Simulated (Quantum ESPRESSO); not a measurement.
## Pd under changes of volume

One of the cells (15.531 Å³/atom); the others are scaled copies at fixed shape and fractional positions:

```xyz
2
Lattice="2.7837 0.0000 0.0000 -1.3918 2.4107 0.0000 0.0000 0.0000 4.6289" Properties=species:S:1:pos:R:3 pbc="T T T"
Pd    0.0000    1.6071    1.1572
Pd    1.3918    0.8036    3.4717
```

This isn't the form of Pd at room conditions, which is fcc.

| Quantity | Value |
| --- | --- |
| Program | Quantum ESPRESSO 7.5 |
| Functional | PBEsol |
| Potentials or basis | GBRV 1.5 PBEsol |
| Cutoff | 612 eV |
| Density cutoff | 4898 eV |
| k mesh | 11 × 11 × 6 |
| Occupations | fermi-dirac, width 0.05 eV |
| Spin | no spin polarisation |

```csv
volume (Å³/atom),energy over the lowest point (meV/atom),pressure (GPa)
14.600,0.00,0.8
14.910,2.11,-3.3
15.221,11.77,-7.0
15.531,27.97,-10.1
15.842,49.89,-12.8
16.153,?,?
16.463,107.76,-17.2
```

Question: What does the run at 16.153 Å³/atom give?

Answer: Energy over the lowest point 76.68 meV/atom; pressure -15.2 GPa.

Worked out: A Birch-Murnaghan fit of order 3 (a polynomial in V^(-2/3)) to the other rows has its minimum at 14.67 Å³/atom with B0 = V·E''(V) = 205 GPa and B' = 5.6 at fixed shape and positions, which overstates the stiffness. It gives 76.75 meV/atom at 16.153 Å³/atom, against the run's 76.68, and -dE/dV = -15.0 GPa, against -15.2.

Energies are extrapolated to zero smearing.
